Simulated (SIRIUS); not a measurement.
# GaN under changes of volume

One of the cells (9.930 Å³/atom); the others are scaled copies at fixed shape and fractional positions:

```
Ga N
1.0
     0.00000    2.14938    2.14938
     2.14938    0.00000    2.14938
     2.14938    2.14938    0.00000
Ga N
1 1
Direct
  0.00000 0.00000 0.00000
  0.50000 0.50000 0.50000
```

Measurements of this composition are mostly on another form, of space group No. 186.

- Program: SIRIUS 7.12.0
- Functional: PBEsol
- Potentials or basis: PseudoDojo 0.4.1 PBEsol standard (scalar relativistic)
- Cutoff: 1152 eV
- Density cutoff: 4606 eV
- k mesh: 11 × 11 × 11
- Occupations: fermi-dirac, width 0.05 eV
- Spin: no spin polarisation

```tsv
volume (Å³/atom)	energy over the lowest point (meV/atom)	pressure (GPa)	gap on the mesh (eV)
9.151	?	?	?
9.346	0.00	1.5	0.74
9.540	1.02	-3.2	0.61
9.930	18.67	-11.0	0.37
10.124	34.17	-14.3	0.25
10.319	53.43	-17.2	0.15
```

Q: What does the run at 9.151 Å³/atom give?

A: Energy over the lowest point 5.03 meV/atom; pressure 6.8 GPa; gap on the mesh 0.87 eV.

Worked out: A Birch-Murnaghan fit of order 3 (a polynomial in V^(-2/3)) to the other rows has its minimum at 9.41 Å³/atom with B0 = V·E''(V) = 234 GPa and B' = 4.8. It gives 5.12 meV/atom at 9.151 Å³/atom, against the run's 5.03, and -dE/dV = 6.9 GPa, against 6.8. A straight line through the other rows of the gap, of slope -5.99 eV per unit of ln V, extrapolates to 0.86 eV, against the run's 0.87.

Energies are extrapolated to zero smearing.

Caveats: an odd mesh through Γ misses points on the zone boundary, where band edges often lie. Spin-orbit coupling on Ga is left out.
